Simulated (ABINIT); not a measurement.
## Pd: equation of state with r2SCAN

Crystal: Pd.

```
CELL_PARAMETERS angstrom
0.00000 1.94650 1.94650
1.94650 0.00000 1.94650
1.94650 1.94650 0.00000
ATOMIC_POSITIONS crystal
Pd 0.00000 0.00000 0.00000
```

- Program: ABINIT 10.8.3 (patched build)
- Task: equation of state
- Functional: r2SCAN
- Potentials or basis: PseudoDojo NC SR PBE v0.4.1 standard
- Cutoff: 1333 eV
- k mesh: 10 × 10 × 10
- Occupations: fermi-dirac, width 0.05 eV
- Spin: no spin polarisation

* Equilibrium volume: 14.76 Å³/atom (rough: see the caveat)
* Bulk modulus: 194 GPa (rough)

Energy against volume, from the lowest point:
| volume (Å³/atom) | energy (meV/atom) |
| --- | --- |
| 13.865 | 37.59 |
| 14.160 | 16.11 |
| 14.455 | 3.95 |
| 14.750 | 0.00 |
| 15.045 | 3.24 |
| 15.340 | 12.80 |
| 15.635 | 27.84 |

Run time: 10 min on 4 MPI ranks on Arm Neoverse V1, on a shared host, peak memory 0.64 GiB a rank.

Caveat: a meta-GGA on potentials with a model core is unreliable; a meta-GGA on norm-conserving files made for a GGA shifts volumes by about 1 %; pressures at fixed basis lie under the slope of the energies; the potentials were made for another functional, which shifts forces and pressure; the fit is rough or its minimum lies at the end of the range.
